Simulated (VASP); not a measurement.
BAs under changes of volume

One of the cells (12.886 Å³/atom); the others are scaled copies at fixed shape and fractional positions:

```xyz
2
Lattice="2.9538 0.0000 0.0000 0.0000 2.9538 0.0000 0.0000 0.0000 2.9538" Properties=species:S:1:pos:R:3 pbc="T T T"
B     1.4769    1.4769    1.4769
As    0.0000    0.0000    0.0000
```

The cell was built by a generator and needn't be a form met in nature.

- Program: VASP 6.6.1
- Functional: PBE
- Potentials or basis: VASP PAW PBE potentials, release 64 (B, As)
- Cutoff: 520 eV
- k mesh: 9 × 9 × 9
- Occupations: fermi-dirac, width 0.05 eV
- Spin: no spin polarisation

| volume (Å³/atom) | energy over the lowest point (meV/atom) | pressure (GPa) |
| --- | --- | --- |
| 11.875 | 17.72 | 7.9 |
| 12.128 | 7.49 | 5.1 |
| 12.381 | ? | ? |
| 12.886 | 0.00 | -1.5 |
| 13.139 | 3.70 | -3.2 |
| 13.391 | 9.99 | -4.8 |

Q: What does the run at 12.381 Å³/atom give?

A: Energy over the lowest point 1.53 meV/atom; pressure 2.6 GPa.

Worked out: A Birch-Murnaghan fit of order 3 (a polynomial in V^(-2/3)) to the other rows has its minimum at 12.69 Å³/atom with B0 = V·E''(V) = 100 GPa and B' = 5.3. It gives 1.45 meV/atom at 12.381 Å³/atom, against the run's 1.53, and -dE/dV = 2.6 GPa, against 2.6.

Energies are extrapolated to zero smearing.
